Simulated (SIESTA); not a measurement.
PbS under changes of volume

One of the cells (27.435 Å³/atom); the others are scaled copies at fixed shape and fractional positions:

```
Pb S
1.0
     4.08970    0.00000    0.00000
    -2.04485    3.54178    0.00000
     0.00000    0.00000    3.78817
Pb S
1 1
Direct
  0.00000 0.00000 0.00000
  0.66667 0.33333 0.50000
```

Measurements of this composition are mostly on another form, of space group No. 225.

```yaml
Program: SIESTA 5.4.2
Functional: LDA
Potentials_or_basis: PseudoDojo 0.4 standard (LDA files)
Basis: DZP (energy shift 0.003 Ry; two zetas on semicore shells)
Grid_cutoff: 500 Ry
Energy_shift: 0.003 Ry
k_mesh: 8 × 8 × 7
Occupations: fermi-dirac, width 0.05 eV
Spin: no spin polarisation
```

| volume (Å³/atom) | energy over the lowest point (meV/atom) | pressure (GPa) |
| --- | --- | --- |
| 25.789 | 0.00 | -0.5 |
| 26.338 | 3.71 | -1.7 |
| 26.887 | 11.33 | -2.7 |
| 27.435 | 22.23 | -3.7 |
| 27.984 | ? | ? |
| 28.533 | 52.56 | -5.2 |
| 29.082 | 71.58 | -5.9 |

Problem. What does the run at 27.984 Å³/atom give?

Solution. Energy over the lowest point 36.05 meV/atom; pressure -4.5 GPa.

Worked out: A Birch-Murnaghan fit of order 3 (a polynomial in V^(-2/3)) to the other rows has its minimum at 25.56 Å³/atom, just outside them, with B0 = V·E''(V) = 60 GPa and B' = 4.3 at fixed shape and positions, which overstates the stiffness. It gives 36.06 meV/atom at 27.984 Å³/atom, against the run's 36.05, and -dE/dV = -4.5 GPa, against -4.5.

Energies are extrapolated to zero smearing.

Caveats: the basis of atomic orbitals isn't converged, which shifts pressures, moduli and gaps.
